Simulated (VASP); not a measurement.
A run of VASP 6.6.1 is set up as follows.

Contents of INCAR:

```
SYSTEM = TiO2
PREC     = Accurate       ! precision mode
ENCUT    = 520            ! plane-wave cutoff, eV
EDIFF    = 1E-7           ! SCF threshold, eV
ISMEAR   = 0              ! smearing method
SIGMA    = 0.05           ! smearing width, eV
LREAL    = .FALSE.        ! projectors in reciprocal space
LASPH    = .TRUE.         ! aspherical terms in the spheres
NELM     = 100            ! most SCF steps
ALGO     = Fast           ! electronic algorithm
ISIF     = 2              ! what is computed and relaxed
LWAVE    = .FALSE.        ! write WAVECAR
LCHARG   = .TRUE.         ! write CHGCAR
LDIPOL   = .TRUE.       
IDIPOL   = 3            
DIPOL    = 0.5 0.5 0.500
GGA      = PS             ! functional
LVHAR    = .TRUE.       
LVACPOTAV= .TRUE.       
KPAR     = 8
```

File KPOINTS:

```
regular mesh
0
G
  4 8 1
  0 0 0
```

Contents of POSCAR:

```
TiO2                                    
1.0
    6.4943515210      0.0000000000      0.0000000000
    0.0000000000      2.9574000000      0.0000000000
    0.0000000000      0.0000000000     25.0276681620
  O               Ti            
    12     6
Direct
     0.0000000000000000    0.0000000000000000    0.3220534748875608
     0.5000000000000000    0.0000000000000000    0.4487713595106976
     0.6858457496321594    0.5000000000000000    0.3636243017917723
     0.0000000000000000    0.0000000000000000    0.4230324651008530
     0.3141542503678406    0.5000000000000000    0.3636243017917723
     0.0000000000000000    0.0000000000000000    0.5769675348991471
     0.2045397093838748    0.5000000000000000    0.5000000000000000
     0.5000000000000000    0.0000000000000000    0.5512286404893023
     0.7954602906161251    0.5000000000000000    0.5000000000000000
     0.6858457496321594    0.5000000000000000    0.6363756982082278
     0.0000000000000000    0.0000000000000000    0.6779465251124394
     0.3141542503678406    0.5000000000000000    0.6363756982082278
     0.5000000000000000    0.0000000000000000    0.3754269742525166
     0.0000000000000000    0.5000000000000000    0.3651008724748430
     0.0000000000000000    0.0000000000000000    0.5000000000000000
     0.5000000000000000    0.5000000000000000    0.5000000000000000
     0.5000000000000000    0.0000000000000000    0.6245730257474836
     0.0000000000000000    0.5000000000000000    0.6348991275251570
```

Potentials or basis: VASP PAW PBE potentials, release 64 (O, Ti_sv).

Command:

```sh
$ cat potpaw_PBE.64/O/POTCAR potpaw_PBE.64/Ti_sv/POTCAR > POTCAR
$ mpirun -np 8 vasp_std > vasp.out
```

Q: Estimate the ionisation potential of the upper face.

A: 7.42 eV.

Q: Predict the band gap on the k mesh.

A: 1.41 eV, direct.

Q: What does it give for the largest force?

A: 0.012 eV/Å.

Forces on the atoms (eV/Å):
```
O    0.000  0.000 -0.003
O    0.000  0.000  0.011
O   -0.007  0.000 -0.001
O    0.000  0.000  0.012
O    0.007  0.000 -0.001
O    0.000  0.000 -0.012
O    0.004  0.000  0.000
O    0.000  0.000 -0.011
O   -0.004  0.000  0.000
O   -0.007  0.000  0.001
O    0.000  0.000  0.003
O    0.007  0.000  0.001
Ti   0.000  0.000 -0.002
Ti   0.000  0.000 -0.012
Ti   0.000  0.000  0.000
Ti   0.000  0.000  0.000
Ti   0.000  0.000  0.002
Ti   0.000  0.000  0.012
```

Caveat: the PAW data sets were made with another functional, which shifts forces and pressure a little. Expect the measured gap to be larger: semilocal functionals such as PBEsol lack the derivative discontinuity.
